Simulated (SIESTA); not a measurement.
# Si under changes of volume

One of the cells (13.979 Å³/atom); the others are scaled copies at fixed shape and fractional positions:

```
Si
1.0
    -1.62691    1.62691    1.32033
     1.62691   -1.62691    1.32033
     1.62691    1.62691   -1.32033
Si
1
Cartesian
  0.0000 0.0000 0.0000
```

This isn't the form of Si at room conditions, which is diamond.

* Program: SIESTA 5.4.2
* Functional: PBEsol
* Potentials or basis: PseudoDojo 0.4 standard (PBEsol files)
* Basis: DZP (energy shift 0.003 Ry)
* Grid cutoff: 500 Ry
* Energy shift: 0.003 Ry
* k mesh: 13 × 13 × 13
* Occupations: fermi-dirac, width 0.05 eV
* Spin: no spin polarisation

```tsv
volume (Å³/atom)	energy over the lowest point (meV/atom)	pressure (GPa)
13.140	28.86	9.1
13.420	15.41	6.4
13.699	?	?
13.979	1.31	1.8
14.258	0.00	-0.2
14.538	1.92	-1.9
14.818	6.55	-3.4
```

**Question.** What does the run at 13.699 Å³/atom give?

**Answer.** Energy over the lowest point 6.35 meV/atom; pressure 4.1 GPa.

Worked out: A Birch-Murnaghan fit of order 3 (a polynomial in V^(-2/3)) to the other rows has its minimum at 14.23 Å³/atom with B0 = V·E''(V) = 95 GPa and B' = 4.7 at fixed shape and positions, which overstates the stiffness. It gives 6.37 meV/atom at 13.699 Å³/atom, against the run's 6.35, and -dE/dV = 4.0 GPa, against 4.1.

Energies are extrapolated to zero smearing.

Caveats: the basis of atomic orbitals isn't converged, which shifts pressures, moduli and gaps.
